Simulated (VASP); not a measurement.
# Rh (R-3m) in VASP: electric field gradients with LDA

Aim: the electric field gradients of Rh with LDA.

Everything below comes from runs of VASP 6.6.1. Logs are shortened: lines on timing, memory, paths and dates and some standing lists are left out, and cuts for length are marked.

## Step 1: The cell of the first run

The structure is trigonal, space group R-3m (No. 166). Conventional cell: a = 2.637 Å, b = 2.637 Å, c = 6.856 Å, α = 90.00°, β = 90.00°, γ = 120.00°. Rh (site symmetry -3m) is surrounded by 12 Rh at 2.64 to 2.75 Å.

## Step 2: Electric field gradients, LDA (equal xy, yz and zx shear strains of +4 %, crystal datasets)

File INCAR:

```
SYSTEM = Rh
ALGO     = Fast           ! electronic algorithm
EDIFF    = 1E-8           ! SCF threshold, eV
ENCUT    = 520            ! plane-wave cutoff, eV
ISIF     = 2              ! what is computed and relaxed
ISMEAR   = -1             ! smearing method
LASPH    = .TRUE.         ! aspherical terms in the spheres
LCHARG   = .FALSE.        ! write CHGCAR
LEFG     = .TRUE.       
LREAL    = .FALSE.        ! projectors in reciprocal space
LWAVE    = .FALSE.        ! write WAVECAR
NBANDS   = 14             ! bands
NELM     = 100            ! most SCF steps
PREC     = Accurate       ! precision mode
SIGMA    = 0.05           ! smearing width, eV
```

File KPOINTS:

```
k-points
0
G
  18 18 18
  0 0 0
```

File POSCAR:

```
Rh
1.0
    0.0761194435      1.9410458082      1.9410458082
    1.9410458082      0.0761194435      1.9410458082
    1.9410458082      1.9410458082      0.0761194435
Rh
1
Direct
    0.0000000000      0.0000000000      0.0000000000
```

Potentials or basis: VASP PAW LDA potentials, release 64 (Rh_pv).

Command:

```console
$ cat potpaw_LDA.64/Rh_pv/POTCAR > POTCAR
$ mpirun -np 1 vasp_std > vasp.out
```

OUTCAR:

```text
SYSTEM = Rh
   EDIFF = 1E-8
   ENCUT = 520
   ISIF = 2
   ISMEAR = -1
   LASPH = .TRUE.
   LREAL = .FALSE.
   NELM = 100
   PREC = Accurate

 ion  position               nearest neighbor table
   1  0.000  0.000  0.000-

  LATTYP: Found a trigonal (rhomboedric) cell.
 ALAT       =     2.7461084882
 COS(alpha) =     0.5388013830

  Lattice vectors:

 A1 = (   0.0761194435,   1.9410458082,   1.9410458082)
 A2 = (   1.9410458082,   0.0761194435,   1.9410458082)
 A3 = (   1.9410458082,   1.9410458082,   0.0761194435)

Analysis of symmetry for initial positions (statically):
=====================================================================
 Subroutine PRICEL returns:
 Original cell was already a primitive cell.

 Routine SETGRP: Setting up the symmetry group for a
 trigonal (rhombohedral) supercell.

 Subroutine GETGRP returns: Found 12 space group operations
 (whereof 12 operations were pure point group operations)
 out of a pool of 12 trial point group operations.

The static configuration has the point symmetry D_3d.

Analysis of symmetry for dynamics (positions and initial velocities):
=====================================================================
 Subroutine PRICEL returns:
 Original cell was already a primitive cell.

 Routine SETGRP: Setting up the symmetry group for a
 trigonal (rhombohedral) supercell.

 Subroutine GETGRP returns: Found 12 space group operations
 (whereof 12 operations were pure point group operations)
 out of a pool of 12 trial point group operations.

The dynamic configuration has the point symmetry D_3d.

 Subroutine INISYM returns: Found 12 space group operations
 (whereof 12 operations are pure point group operations),
 and found     1 'primitive' translations

----------------------------------------------------------------------------------------

                                     Primitive cell

  volume of cell :      13.7665

  direct lattice vectors                    reciprocal lattice vectors
     0.076119443  1.941045808  1.941045808    -0.273263006  0.262951195  0.262951195
     1.941045808  0.076119443  1.941045808     0.262951195 -0.273263006  0.262951195
     1.941045808  1.941045808  0.076119443     0.262951195  0.262951195 -0.273263006

  length of vectors
     2.746108488  2.746108488  2.746108488     0.461475169  0.461475169  0.461475169

  position of ions in fractional coordinates (direct lattice)
     0.000000000  0.000000000  0.000000000

  ion indices of the primitive-cell ions
   primitive index   ion index
                 1           1

----------------------------------------------------------------------------------------

 KPOINTS: k-points

Automatic generation of k-mesh.
 Grid dimensions read from file:
 generate k-points for:   18   18   18

 Generating k-lattice:

  Cartesian coordinates                     Fractional coordinates (reciprocal lattice)
    -0.015181278  0.014608400  0.014608400     0.055555556  0.000000000  0.000000000
     0.014608400 -0.015181278  0.014608400     0.000000000  0.055555556  0.000000000
     0.014608400  0.014608400 -0.015181278     0.000000000  0.000000000  0.055555556

  Length of vectors
     0.025637509  0.025637509  0.025637509

  Shift w.r.t. Gamma in fractional coordinates (k-lattice)
     0.000000000  0.000000000  0.000000000

 Subroutine IBZKPT returns following result:
 ===========================================

 Found    580 irreducible k-points:

 Following reciprocal coordinates:
            Coordinates               Weight
  0.000000  0.000000  0.000000      1.000000
  0.055556  0.000000 -0.000000      6.000000
  0.111111  0.000000 -0.000000      6.000000
  0.166667  0.000000  0.000000      6.000000
  0.222222  0.000000  0.000000      6.000000
  0.277778  0.000000 -0.000000      6.000000
[... 16 lines left out ...]
 -0.277778  0.055556 -0.000000     12.000000
 -0.222222  0.055556  0.000000     12.000000
 [... further k-points ...]
   k-points           NKPTS =    580   k-points in BZ     NKDIM =    580   number of bands    NBANDS=     14
   number of dos      NEDOS =    301   number of ions     NIONS =      1
   total plane-waves  NPLWV =   8000
   dimension x,y,z NGX =    20 NGY =   20 NGZ =   20
   dimension x,y,z NGXF=    40 NGYF=   40 NGZF=   40
   ions per type =               1
   NGX,Y,Z   is equivalent  to a cutoff of  12.11, 12.11, 12.11 a.u.
   NGXF,Y,Z  is equivalent  to a cutoff of  24.22, 24.22, 24.22 a.u.
 SYSTEM =  Rh
   PREC   = accura    normal or accurate (medium, high low for compatibility)
   ISTART =      0    job   : 0-new  1-cont  2-samecut
   ICHARG =      2    charge: 1-file 2-atom 10-const
   ISPIN  =      1    spin polarized calculation?
   LNONCOLLINEAR =      F non collinear calculations
   LSORBIT =      F    spin-orbit coupling
   LASPH  =      T    aspherical Exc in radial PAW
   ENCUT  =  520.0 eV  38.22 Ry    6.18 a.u.   5.11  5.11  5.11*2*pi/ulx,y,z
   NELM   =    100;   NELMIN=  2; NELMDL= -5     # of ELM steps
   EDIFF  = 0.1E-07   stopping-criterion for ELM
   LREAL  =      F    real-space projection
   EDIFFG = 0.1E-06   stopping-criterion for IOM
   NSW    =      0    number of steps for IOM
   IBRION =     -1    ionic relax: 0-MD 1-quasi-New 2-CG
   NFREE  =      0    steps in history (QN), initial steepest desc. (CG)
   ISIF   =      2    stress and relaxation
   ISYM   =      2    0-nonsym 1-usesym 2-fastsym
   POTIM  = 0.5000    time-step for ionic-motion
   TEBEG  =    0.0;   TEEND  =   0.0 temperature during run
   PSTRESS=    0.0 pullay stress
   NELECT =      15.0000    total number of electrons
   NUPDOWN=      -1.0000    fix difference up-down
   EMIN   =  10.00;   EMAX   =-10.00  energy-range for DOS
   EFERMI =   0.00;   METHOD = LEGACY
   ISMEAR =    -1;   SIGMA  =   0.05  broadening in eV -4-tet -1-fermi 0-gaus
   EFERMI_NEDOS =   21; number of points for ismear=-14 and -15
   IALGO  =     68    algorithm
   IMIX   =      4    mixing-type and parameters
     AMIX     =   0.40;   BMIX     =  1.00
     AMIX_MAG =   1.60;   BMIX_MAG =  1.00
  volume/ion in A,a.u.               =      13.77        92.90
  Fermi-wavevector in a.u.,A,eV,Ry     =   1.684604  3.183440 38.611843  2.837890
  Thomas-Fermi vector in A             =   2.767597
   LORBIT       =      0    0 simple, 1 ext, 2 COOP (PROOUT), +10 PAW based schemes
   GGA     = CA    functional components
   LHFCALC =     F    Hartree Fock is set to
   AEXX    =    0.0000 exact exchange contribution
   IVDW    =     0    specifies the selected vdW correction
   LEPSILON=     F    determine dielectric tensor
   LRPA    =     F    only Hartree local field effects (RPA)
 non-spin polarized calculation
 RMM-DIIS sequential band-by-band and
  energy-cutoff  :      520.00
  volume of cell :       13.77
 maximum number of plane-waves:       380
   NGX = 11   NGY = 11   NGZ = 11

 number of electron      15.0000005 magnetization

 Free energy of the ion-electron system (eV)
  ---------------------------------------------------
  ext. energy  EPLUGINS =         0.00000000
  ---------------------------------------------------
  free energy    TOTEN  =        -8.63400261 eV

  energy without entropy =       -8.62351243  energy(sigma->0) =       -8.62875752

 E-fermi :  11.6777     XC(G=0): -14.3399

 val. band max:       11.6763525178   @ k =  -0.3333  -0.3889   0.1111
 cond. band min:      11.6834085580   @ k =  -0.3889   0.0556   0.0000
 fundamental gap:      0.0070560402
 Fermi energy:        11.6777244748

 k-point     1 :       0.0000    0.0000    0.0000
  band No.  band energies     occupation
      1     -34.4861      2.00000
      2     -34.4701      2.00000
      3     -34.4701      2.00000
      4       3.6694      2.00000
      5       8.1086      2.00000
      6       8.7582      2.00000
      7       8.7582      2.00000
      8      10.7645      2.00000
      9      10.7645      2.00000
     10      27.5595      0.00000
     11      31.8772      0.00000
     12      32.0381      0.00000
     13      33.7149      0.00000
     14      33.7149      0.00000

 k-point     2 :       0.0556    0.0000   -0.0000
  band No.  band energies     occupation
      1     -34.4973      2.00000
      2     -34.4864      2.00000
      3     -34.4743      2.00000
      4       3.7986      2.00000
      5       8.1559      2.00000
      6       8.6975      2.00000
      7       8.8264      2.00000
      8      10.7229      2.00000
      9      10.7284      2.00000
     10      27.7577      0.00000
     11      31.9417      0.00000
     12      32.0397      0.00000
     13      33.0886      0.00000
     14      33.8847      0.00000

 k-point     3 :       0.1111    0.0000   -0.0000
  band No.  band energies     occupation
      1     -34.5682      2.00000
      2     -34.4946      2.00000
      3     -34.4865      2.00000
      4       4.1695      2.00000
      5       8.2723      2.00000
      6       8.5534      2.00000
      7       9.0140      2.00000
      8      10.6238      2.00000
      9      10.6406      2.00000
     10      28.2918      0.00000
     11      31.1200      0.00000
     12      32.0400      0.00000
     13      32.9632      0.00000
     14      34.3749      0.00000
[... 324 lines left out ...]
 k-point    23 :      -0.2778    0.0556   -0.0000
  band No.  band energies     occupation
      1     -35.0027      2.00000
      2     -34.5809      2.00000
      3     -34.5313      2.00000
      4       5.8143      2.00000
      5       8.4796      2.00000
      6       8.9299      2.00000
      7       9.2907      2.00000
      8      10.7153      2.00000
      9      11.6888      0.89013
     10      25.6409      0.00000
     11      28.9928      0.00000
     12      32.0388      0.00000
     13      34.2078      0.00000
     14      36.3558      0.00000

 k-point    24 :      -0.2222    0.0556    0.0000
  band No.  band energies     occupation
      1     -34.8697      2.00000
      2     -34.5566      2.00000
      3     -34.5161      2.00000
      4       5.5677      2.00000
      5       8.2589      2.00000
      6       8.6991      2.00000
      7       9.4118      2.00000
      8      10.3605      2.00000
      9      11.1528      1.99994
     10      27.3822      0.00000
     11      29.5147      0.00000
     12      32.0387      0.00000
     13      34.3286      0.00000
     14      36.2415      0.00000

 [... further k-points ...]

------------------------ aborting loop because EDIFF is reached ----------------------------------------

  FORCE on cell =-STRESS in cart. coord.  units (eV):
  Direction    XX          YY          ZZ          XY          YZ          ZX
  --------------------------------------------------------------------------------------
  -------------------------------------------------------------------------------------
  Total       -0.8032171     -0.8032171     -0.8032171     -0.6360093     -0.6360093     -0.6360093
  in kB      -93.4805414    -93.4805414    -93.4805414    -74.0204482    -74.0204482    -74.0204482
  external PRESSURE =     -93.4805414 kB  Pullay stress =       0.0000000 kB

 VOLUME and BASIS-vectors are now :
 -----------------------------------------------------------------------------
  energy-cutoff  :      520.00
  volume of cell :       13.77
      direct lattice vectors                 reciprocal lattice vectors
     0.076119443  1.941045808  1.941045808    -0.273263006  0.262951195  0.262951195
     1.941045808  0.076119443  1.941045808     0.262951195 -0.273263006  0.262951195
     1.941045808  1.941045808  0.076119443     0.262951195  0.262951195 -0.273263006

 POSITION                                       TOTAL-FORCE (eV/Angst)
 -----------------------------------------------------------------------------------
      0.00000      0.00000      0.00000         0.000000     -0.000000      0.000000
 -----------------------------------------------------------------------------------
    total drift:                                0.000000      0.000000      0.000000

  FREE ENERGIE OF THE ION-ELECTRON SYSTEM (eV)
  ---------------------------------------------------
  free  energy   TOTEN  =        -8.6340026107 eV

  energy  without entropy=       -8.6235124274  energy(sigma->0) =       -8.62875752

 Electric field gradients (V/A^2)
---------------------------------------------------------------------
 ion       V_xx      V_yy      V_zz      V_xy      V_xz      V_yz
---------------------------------------------------------------------
   1      -0.000    -0.000     0.000     3.011     3.011     3.011
---------------------------------------------------------------------

 Electric field gradients after diagonalization (V/A^2)
 (convention: |V_zz| > |V_xx| > |V_yy|)
----------------------------------------------------------------------
 ion       V_xx      V_yy      V_zz     asymmetry (V_yy - V_xx)/ V_zz
----------------------------------------------------------------------
   1      -3.011    -3.011     6.021       0.000
----------------------------------------------------------------------

           NMR quadrupolar parameters

 Cq : quadrupolar parameter    Cq=e*Q*V_zz/h
 eta: asymmetry parameters     (V_yy - V_xx)/ V_zz
 Q  : nuclear electric quadrupole moment in mb (millibarn)
----------------------------------------------------------------------
 ion       Cq(MHz)       eta       Q (mb)
----------------------------------------------------------------------
   1       0.015       0.000       1.000
----------------------------------------------------------------------
```

It took 63 s on 1 thread of Intel Xeon 6975P-C (Granite Rapids), shared host; peak memory 0.21 GiB.

What came out:

```
Free energy            : -8.6340 eV
Pressure               : -9.3 GPa
Band gap on the k mesh : none (metal or under the smearing width)
```

Stress tensor (GPa, compression positive):
```
-9.35 -7.40 -7.40
-7.40 -9.35 -7.40
-7.40 -7.40 -9.35
```

Levels at points of the mesh, in eV from the Fermi level:
| k point | band 3 | band 4 | band 5 | band 6 | band 7 | band 8 | band 9 | band 10 | band 11 | band 12 |
| --- | --- | --- | --- | --- | --- | --- | --- | --- | --- | --- |
| (0.00, 0.00, 0.00) | -46.15 | -8.01 | -3.57 | -2.92 | -2.92 | -0.91 | -0.91 | 15.88 | 20.20 | 20.36 |
| (0.50, 0.00, 0.00) | -46.24 | -6.16 | -3.60 | -2.76 | 0.36 | 0.86 | 0.92 | 8.91 | 15.32 | 20.27 |
| (0.50, 0.50, 0.00) | -46.41 | -6.34 | -5.97 | 0.49 | 0.98 | 1.08 | 3.23 | 12.26 | 12.50 | 13.98 |
| (0.50, 0.50, 0.50) | -46.22 | -6.19 | -3.10 | -3.10 | 0.14 | 0.49 | 0.49 | 7.68 | 15.96 | 20.36 |

Electric field gradients, principal values (V/Å²):
```csv
atom,Vxx,Vyy,Vzz
1 Rh,-3.011,-3.011,6.021
```
